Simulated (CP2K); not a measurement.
Mo under changes of volume

One of the cells (15.892 Å³/atom); the others are scaled copies at fixed shape and fractional positions:

```
Mo
1.0
     2.74324    0.00000    0.00000
    -0.91441    2.58635    0.00000
    -0.91441   -1.29317    2.23984
Mo
1
Direct
  0.00000 0.00000 0.00000
```

| Quantity | Value |
| --- | --- |
| Program | CP2K 2026.2 |
| Functional | r2SCAN |
| Potentials or basis | POTENTIAL_UZH Mo GTH-SCAN-q14; TZVP-MOLOPT-SCAN-GTH basis |
| Density cutoff | 9184 eV |
| k mesh | 12 × 12 × 12 |
| Occupations | fermi-dirac, width 0.0259 eV |
| Spin | no spin polarisation |

```csv
volume (Å³/atom),energy over the lowest point (meV/atom),pressure (GPa)
14.938,38.96,16.4
15.256,13.46,9.5
15.574,0.95,3.3
15.892,0.00,-2.2
16.209,?,?
16.527,28.11,-11.7
16.845,55.25,-15.7
```

Task: What does the run at 16.209 Å³/atom give?

Result: Energy over the lowest point 9.39 meV/atom; pressure -7.2 GPa.

Worked out: A Birch-Murnaghan fit of order 3 (a polynomial in V^(-2/3)) to the other rows has its minimum at 15.76 Å³/atom with B0 = V·E''(V) = 271 GPa and B' = 4.4. It gives 9.39 meV/atom at 16.209 Å³/atom, against the run's 9.39, and -dE/dV = -7.2 GPa, against -7.2.

Energies are extrapolated to zero smearing.

Caveats: the basis of atomic orbitals isn't converged, which shifts pressures, moduli and gaps.
